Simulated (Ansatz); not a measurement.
**BN: elastic constants from stress and strain**

```xyz
2
Lattice="0.0000 1.8075 1.8075 1.8075 0.0000 1.8075 1.8075 1.8075 0.0000" Properties=species:S:1:pos:R:3 pbc="T T T"
B     0.0000    0.0000    0.0000
N     2.7113    2.7113    2.7113
```

Atom numbers follow the list: B1, N2.

The cell comes from COD entry 9008834, which wasn't checked; take it as a given geometry.

Theory: DFT, PBEsol, all-electron LAPW, scalar-relativistic in Ansatz 0.2.0.

Sampling and basis: a Γ-centred 13×13×13 k mesh, Fermi–Dirac smearing of 0.03 eV, basis error target 1 meV/atom, no spin polarisation.

The unstrained cell is at -2.93 GPa. Large strains and very small stresses are left out. Each strain is applied once, with fractional coordinates held (clamped ions), and σ below is the change of stress, positive in tension. One finite strain gives stress–strain coefficients at this pressure with an error of the order of the strain times third-order constants, a few per cent for each per cent of strain.

(1) With equal xy, yz and zx engineering shear strains of -1 %, the run gives σxy = -4.55 GPa and γxy = 2εxy = -0.0100. Which stiffness follows?

(2) Estimate the stiffness probed by this change, and the stress that it gives: equal xy, yz and zx engineering shear strains of +1 %.

Results:

(1) C44 (clamped ions) = σxy/γxy = 455 GPa.

(2) σxy = 4.46 GPa and γxy = 2εxy = 0.0100, so C44 (clamped ions) = σxy/γxy = 446 GPa.
